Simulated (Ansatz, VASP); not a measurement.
# AlN: VASP beside Ansatz, part 2 of 2

One calculation is typed for both programs; each brings its own data sets and cutoff. How far apart do they land?

VASP 6.6.1 and Ansatz 0.2.0.

So far. Step 2 (VASP: band structure, PBE): The run ends at a pressure of 2.44 GPa.

## Step 6: VASP: single point, PBE

Level of this step: PBE; plane waves and PAW (Al_GW, N_GW) (VASP).

With cell and atoms fixed, the geometry can't cause a difference; cores, projectors, grids and the points listed under the comparison can. The cell compared in this pair holds 20.21 Å³, against 20.83 Å³ for the pair before.

Input file INCAR:

```
SYSTEM = AlN
PREC = Accurate
ENCUT = 450
EDIFF = 1E-08
NELM = 100
ISMEAR = 0
SIGMA = 0.01
LREAL = .FALSE.
ALGO = Normal
GGA = PE
NBANDS = 10
LORBIT = 11
LWAVE = .TRUE.
LCHARG = .FALSE.
KPAR = 8
```

Input file POSCAR:

```
AlN
1.0
    0.0000000000      2.1619315102      2.1619315102
    2.1619315102      0.0000000000      2.1619315102
    2.1619315102      2.1619315102      0.0000000000
Al N
1 1
Direct
    0.0000000000      0.0000000000      0.0000000000
    0.2500000000      0.2500000000      0.2500000000
```

Input file KPOINTS:

```
Automatic mesh
0
Gamma
6 6 6
0 0 0
```

Potentials, in the order of the species: Al_GW and N_GW (PBE family, release 64).

Launch:

```
> mpirun -np 8 vasp_std
```

Numbers of over 12 decimals in the logs are rounded to 6 here.

The log of the run:

```text
[banner, memory and clock lines left out]
running    8 mpi-ranks, on    1 nodes
[...]
[... a notice as in an earlier step ...]

 LDA part: xc-table for (Slater+PW92), standard interpolation
 POSCAR, INCAR and KPOINTS ok, starting setup
[...]
entering main loop
       N       E                     dE             d eps       ncg     rms          rms(c)
DAV:   1     0.150324867505E+02    0.15032E+02   -0.44412E+03   336   0.665E+02
DAV:   2    -0.163907052262E+02   -0.31423E+02   -0.29931E+02   370   0.175E+02
DAV:   3    -0.172478802018E+02   -0.85717E+00   -0.85544E+00   410   0.248E+01
DAV:   4    -0.172520151442E+02   -0.41349E-02   -0.41343E-02   382   0.208E+00
[...]
DAV:  12    -0.148304282697E+02   -0.20338E-06   -0.51599E-07   364   0.604E-03    0.783E-04
DAV:  13    -0.148304282510E+02    0.18719E-07   -0.53005E-09   268   0.822E-04    0.988E-05
DAV:  14    -0.148304282542E+02   -0.32378E-08   -0.60658E-10   216   0.255E-04
   1 F= -.14830428E+02 E0= -.14830428E+02  d E =-.638012E-22
 writing wavefunctions
```

Parts of OUTCAR (step 6):

```text
  Total        1.1554168      1.1554168      1.1554168      0.0000000      0.0000000     -0.0000000
  in kB       91.5995746     91.5995746     91.5995746      0.0000000      0.0000000     -0.0000000
  external PRESSURE =      91.5995746 kB  Pullay stress =       0.0000000 kB

 POSITION                                       TOTAL-FORCE (eV/Angst)
 -----------------------------------------------------------------------------------
      0.00000      0.00000      0.00000         0.000000      0.000000      0.000000
      1.08097      1.08097      1.08097        -0.000000     -0.000000     -0.000000
 -----------------------------------------------------------------------------------
    total drift:                               -0.000000     -0.000000     -0.000000

  FREE ENERGIE OF THE ION-ELECTRON SYSTEM (eV)
  ---------------------------------------------------
  free  energy   TOTEN  =       -14.8304282542 eV

  energy  without entropy=      -14.8304282542  energy(sigma->0) =      -14.83042825

[... 1 part as in an earlier step ...]

[... 2 further parts left out ...]
[key lines of the parts left out:]
E-fermi :   5.2809
```

The run ends at a pressure of 9.16 GPa.

## Step 7: Ansatz: single point, PBE

The same cell, functional, mesh and smearing now go to Ansatz, which takes its cutoff from its data sets.

Input file input.yaml:

```yaml
crystal:
  lattice:
    - [0.0, 2.1619315102, 2.1619315102]
    - [2.1619315102, 0.0, 2.1619315102]
    - [2.1619315102, 2.1619315102, 0.0]
  atoms:
    - { symbol: Al, position: [0.0, 0.0, 0.0] }
    - { symbol: "N", position: [0.25, 0.25, 0.25] }
hamiltonian:
  xc: pbe
  pseudopotentials: { kind: paw }
kpoints:
  mp_grid: { grid: [6, 6, 6] }
scf:
  occupations: { method: gaussian, width: 0.01 }
  n_extra_bands: 4
output:
  forces: true
  stress: true
  eigenvalues: true
```

Launch:

```
> ansatz run input.yaml --threads 2 --pin off --max-ram 4608MiB --backend cpu --events-out ev --progress --plain --runs-dir out
```

The log of the run:

```text
[...]
Crystal: 2 atoms, lattice volume = 20.210 Å³
Basis set: ecut = 420 eV, 411 PW (Γ), exchange–correlation on 48×48×48 points (8 copies of the dense FFT grid, shifted against one another)
Bands: 8, of which v1, the nominal top of the filled ones, is band 4 counted from 1 (3 counted from 0)
Symmetry: 24 space group operations
[...]
k-points: 16 of 216 (time reversal used)
[...]
Free energy (F): -924.169688 eV
[...]
Internal energy: -924.169688 eV  (E = F + TS)
E sigma→0 (E₀):  -924.169688 eV
Fermi energy:    8.965545 eV
[...]
--- Stress (GPa, compression-positive) ---
       11.697449       0.000000      -0.000000
        0.000000      11.697449       0.000000
       -0.000000       0.000000      11.697449
  P = ⅓ Tr σ = 11.6974 GPa (116.974 kbar)
--- Band table (eV; the first three rows and the last of 16) ---
[...]
[key lines of the parts left out:]
SCF converged after 6 iterations
```

Elapsed: 0.67 s, on 2 threads of Arm Neoverse N1, shared host; peak memory 0.23 GiB; 0.98 s of CPU time.

The run ends at a pressure of 11.70 GPa.

## Step 8: Side by side

Both answers:

```csv
quantity,Ansatz,VASP,difference
gap on the k mesh (eV),3.340,3.326,+0.014
```

Not compared: the pressure (VASP's GW data sets at this cutoff don't carry it). A gap on the mesh is an upper bound, since the band edges may lie between its points.

## Step 9: Other set-ups

Further runs change the set-up of one program: Ansatz's method, potentials or start, or VASP's data sets, cutoff or form of LDA. The table gives Ansatz less VASP for each quantity, since a change that brings one quantity closer may part another.

```csv
run,gap on the k mesh (eV)
as above,0.014
Ansatz's all-electron LAPW method,0.0053
Ansatz's larger PAW set (cutoff 1050 eV),0.0063
norm-conserving potentials (cutoff 1240 eV),-5.1e-4
```

## Step 10: Summary of results

```json
{
 "difference in gap over the path points (band structure, PBE)": "0.0096 eV",
 "difference in gap on the k mesh (single point, PBE)": "0.014 eV"
}
```

In words: The difference in gap on the k mesh is 0.014 eV (single point, PBE), within the 0.08 eV picked in this series as the mark of a large difference. Band structure, PBE, Ansatz's all-electron LAPW method: the difference in gap over the path points goes from 0.0096 to 0.0015 eV. Band structure, PBE, Ansatz's larger PAW set (cutoff 1050 eV): the difference in gap over the path points goes from 0.0096 to 0.0025 eV. Band structure, PBE, norm-conserving potentials (cutoff 1240 eV): the difference in gap over the path points goes from 0.0096 to -0.0040 eV. Single point, PBE, Ansatz's all-electron LAPW method: the difference in gap on the k mesh goes from 0.014 to 0.0053 eV. Single point, PBE, Ansatz's larger PAW set (cutoff 1050 eV): the difference in gap on the k mesh goes from 0.014 to 0.0063 eV. How closely two codes agree says nothing of how well the functional describes the real material.

[Lines on the potential files, build, host, timing and source positions are cut from VASP's logs without a mark.]

[Logs are printed without paths, hosts, clocks, repeated set-up lines and the standing remarks that a program may print on its own settings, such as how far it seeks lower states.]

[Hosts, paths, dates, database ids (printed as entryN), source tags and the programs' standing remarks are cut or masked in the printed files.]
